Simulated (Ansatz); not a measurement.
# BAs: the cost of one run

Program: Ansatz 0.2.0. Level of theory: DFT HSE06, scalar-relativistic, plane waves, PAW. These are calculated values, not measurements.

2 further runs of the same task are left out: 2 set aside as unsound or not needed.

## Step 1: The starting structure

Symmetry: F-43m, No. 216, cubic system. The conventional cell has a = 4.809 Å, b = 4.809 Å, c = 4.809 Å, α = 90.00°, β = 90.00°, γ = 90.00°. B (site symmetry -43m) has 4 As at 2.08 Å as nearest neighbours. As (site symmetry -43m) is surrounded by 4 B at 2.08 Å.

Structure file:

```
B As
1.0
     0.00000    2.40441    2.40441
     2.40441    0.00000    2.40441
     2.40441    2.40441    0.00000
B As
1 1
Direct
  0.00000 0.00000 0.00000
  0.25000 0.25000 0.25000
```

It is the result of an earlier relaxation at this level (volume 13.90 Å³/atom; gap on the mesh: 1.20 eV).

## Step 2: Level of theory: HSE06

The input, input.yaml:

```yaml
crystal:
  lattice:
    - [0.0, 2.4044111681, 2.4044111681]
    - [2.4044111681, 0.0, 2.4044111681]
    - [2.4044111681, 2.4044111681, 0.0]
  atoms:
    - { symbol: B, position: [0.0, 0.0, 0.0] }
    - { symbol: As, position: [0.25, 0.25, 0.25] }
basis:
  ecutwfc: 420
kpoints:
  mp_grid: { grid: [8, 8, 8] }
  band_path:
    path:
      - [[0.0, 0.0, 0.0], [-0.5, -0.5, 0.0], [-0.375, -0.375, 0.25]]
      - [[-0.375, 0.0, 0.375], [0.0, 0.0, 0.0], [0.0, 0.0, 0.5], [-0.5, -0.25, 0.25], [-0.5, -0.5, 0.0]]
    npoints: 4
hamiltonian:
  xc: hse06
scf:
  occupations: { method: gaussian, width: 0.02 }
output:
  forces: true
  stress: true
  eigenvalues: true
  populations: true
  dos: { projected: true, de: 0.02 }
  bader: false
  write_density: true
  write_potential: true
  elf: true
  volumetric_format: npy
```

Run with:

```bash
> ansatz run input.yaml --threads 2 --pin off --max-ram 5120MiB --backend cpu --events-out ev --progress --plain --runs-dir out
```

**Question.** How long does this run take on 2 threads of Intel Xeon Platinum 8175M at 2.50GHz (Skylake/Cascade Lake), shared host, and how much memory does it need?

About 3.4 min, with a peak of 1.7 GiB.
